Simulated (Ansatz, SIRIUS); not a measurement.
This is a calculation of Ge for SIRIUS 7.10.0. This isn't the form of Ge at room conditions, which is diamond.

sirius.json

```json
{
  "control": {
    "processing_unit": "cpu",
    "verbosity": 2,
    "num_bands_to_print": 39,
    "print_forces": true,
    "print_stress": true
  },
  "parameters": {
    "electronic_structure_method": "pseudopotential",
    "xc_functionals": ["XC_GGA_X_PBE_SOL", "XC_GGA_C_PBE_SOL"],
    "gk_cutoff": 8.9,
    "pw_cutoff": 17.8,
    "ngridk": [8, 8, 4],
    "shiftk": [0, 0, 0],
    "smearing": "fermi_dirac",
    "smearing_width": 0.0018374661,
    "num_bands": 39,
    "num_mag_dims": 0,
    "num_dft_iter": 100,
    "energy_tol": 1e-08,
    "density_tol": 1e-06
  },
  "iterative_solver": {
    "type": "davidson",
    "min_tolerance": 1e-09,
    "tolerance_scale": [0.1, 0.25]
  },
  "mixer": {
    "type": "anderson",
    "beta": 0.7,
    "max_history": 8
  },
  "settings": {
    "tol_ne": 1e-10,
    "pseudo_grid_cutoff": 6.5
  },
  "unit_cell": {
    "lattice_vectors": [
      [7.55434240314, 0.0, 0.0],
      [-3.777171201665, 6.542252430131, 0.0],
      [0.0, 0.0, 12.471016918394]
    ],
    "atom_coordinate_units": "lattice",
    "atom_types": ["Ge"],
    "atom_files": {
      "Ge": "Ge.json"
    },
    "atoms": {
      "Ge": [
        [0.3333333333, 0.6666666667, 0.93709875],
        [0.6666666667, 0.3333333333, 0.43709875],
        [0.3333333333, 0.6666666667, 0.56290125],
        [0.6666666667, 0.3333333333, 0.06290125]
      ]
    }
  }
}
```

Potentials or basis: PseudoDojo 0.4.1 PBEsol standard (scalar relativistic).

Run with:

```bash
$ upf_to_json Ge.upf
$ OMP_NUM_THREADS=1 sirius.scf --input=sirius.json --output=out.json --task=0
```

Task: Translate it to Ansatz 0.2.0. Potentials or basis there: Ansatz PAW, cutoff 420 eV.

Result: As run (cutoffs and basis follow the program's own potentials, and thresholds, step limits or extra output files can differ):

input.yaml

```yaml
crystal:
  lattice:
    - [3.9975858431, 0.0, 0.0]
    - [-1.9987929216, 3.462010894, 0.0]
    - [0.0, 0.0, 6.59937795]
  atoms:
    - { symbol: Ge, position: [0.3333333333, 0.6666666667, 0.93709875] }
    - { symbol: Ge, position: [0.6666666667, 0.3333333333, 0.43709875] }
    - { symbol: Ge, position: [0.3333333333, 0.6666666667, 0.56290125] }
    - { symbol: Ge, position: [0.6666666667, 0.3333333333, 0.06290125] }
hamiltonian:
  xc: pbesol
  pseudopotentials: { kind: paw }
kpoints:
  mp_grid: { grid: [8, 8, 4] }
scf:
  occupations: { method: fermi_dirac, width: 0.05 }
output:
  forces: true
  stress: true
  eigenvalues: true
```

Potentials or basis: Ansatz PAW.

The run is started by

```sh
$ ansatz run input.yaml --threads 1 --pin off --max-ram 3584MiB --backend cpu --events-out ev --progress --plain --runs-dir out
```

Both were run:

|  | SIRIUS | Ansatz |
| --- | --- | --- |
| Pressure | 0.0 GPa | 0.0 GPa |

Ansatz's pressure holds a Pulay term of +0.02 GPa for its cutoff of 420 eV, which the other run lacks.

Ansatz's potentials were made for PBE.

Where Ansatz's input types no cutoff or centring, it takes its own default and a Γ-centred mesh.

Pressure is positive in compression.
